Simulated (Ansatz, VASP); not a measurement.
**Mg in VASP and in Ansatz**

INCAR

```
SYSTEM = Mg
ALGO     = Normal         ! electronic algorithm
EDIFF    = 1E-7           ! SCF threshold, eV
ENCUT    = 520            ! plane-wave cutoff, eV
GGA      = PE             ! functional
ISIF     = 2              ! what is computed and relaxed
ISMEAR   = -1             ! smearing method
LASPH    = .True.         ! aspherical terms in the spheres
LCHARG   = .False.        ! write CHGCAR
LREAL    = .False.        ! projectors in reciprocal space
LWAVE    = .False.        ! write WAVECAR
NBANDS   = 7              ! bands
NELM     = 100            ! most SCF steps
PREC     = Accurate       ! precision mode
SIGMA    = 0.03           ! smearing width, eV
```

KPOINTS

```
k-points
0
Gamma
  16 16 16
  0 0 0
```

File POSCAR:

```
Mg
1.0
    0.0000000000      2.2367500710      2.2367500710
    2.2367500710      0.0000000000      2.2367500710
    2.2367500710      2.2367500710      0.0000000000
Mg
1
Direct
    0.0000000000      0.0000000000      0.0000000000
```

Input for Ansatz:

```yaml
crystal:
  lattice:
    - [0.0, 2.236750071, 2.236750071]
    - [2.236750071, 0.0, 2.236750071]
    - [2.236750071, 2.236750071, 0.0]
  atoms:
    - { symbol: Mg, position: [0.0, 0.0, 0.0] }
kpoints:
  mp_grid: { grid: [16, 16, 16] }
  band_path:
    path:
      - [0.0, 0.0, 0.0]
      - [0.5, 0.0, 0.5]
      - [0.625, 0.25, 0.625]
      - [0.375, 0.375, 0.75]
      - [0.0, 0.0, 0.0]
      - [0.5, 0.5, 0.5]
      - [0.5, 0.25, 0.75]
      - [0.5, 0.0, 0.5]
    npoints: 5
scf:
  occupations: { method: fermi_dirac, width: 0.03 }
hamiltonian:
  xc: pbe
  pseudopotentials: { kind: all_electron, lapw: { basis_error: 0.001 } }
output:
  forces: true
  stress: true
  eigenvalues: true
```

Change from the starting cell: volume scaled by 0.99.

Alike in both runs: task single point; functional PBE; k mesh 16 × 16 × 16; occupations fermi-dirac, width 0.03 eV; no spin polarisation.

|  | VASP | Ansatz |
| --- | --- | --- |
| version | VASP 6.6.1 | Ansatz 0.2.0 |
| potentials or method | VASP PAW PBE potentials, release 64 (Mg) | all-electron LAPW, scalar-relativistic |
| plane-wave cutoff (eV) | 520 | see its input |

Ansatz gave:

```
pressure (GPa) : 1.2
```

**Question.** What did VASP give for the same quantities?

**Answer.** Pressure (GPa): 1.1.

Ansatz ran all-electron here, so the differences hold the error of VASP's frozen core and of both bases.
